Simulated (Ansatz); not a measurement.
## Nb in Ansatz: the effect of functional

Nb:

```
CELL_PARAMETERS angstrom
0.00000 2.08642 2.08642
2.08642 0.00000 2.08642
2.08642 2.08642 0.00000
ATOMIC_POSITIONS crystal
Nb 0.00000 0.00000 0.00000
```

This isn't the form of Nb at room conditions, which is bcc.

The cell isn't the ideal one: volume scaled by 0.96.

Alike in all runs:

```yaml
Program: Ansatz 0.2.0
Task: single point
Potentials_or_basis: Ansatz PAW
k_mesh: 11 × 11 × 11
Occupations: fermi-dirac, width 0.05 eV
Spin: no spin polarisation
```

```csv
functional,cutoff,pressure (GPa)
LDA,420 eV (not typed: the program's choice for these potentials),-4.7
PBEsol,420 eV (not typed: the program's choice for these potentials),-0.8
r2SCAN,500 eV (not typed: the program's choice for these potentials),?
```

What does the run with functional r2SCAN give?

Pressure 4.4 GPa.

Caveats: the PAW data sets come from PBE, with cores solved anew for the run's functional, which leaves a small shift of forces and pressure.

Runs at the PBE level aren't shown here.
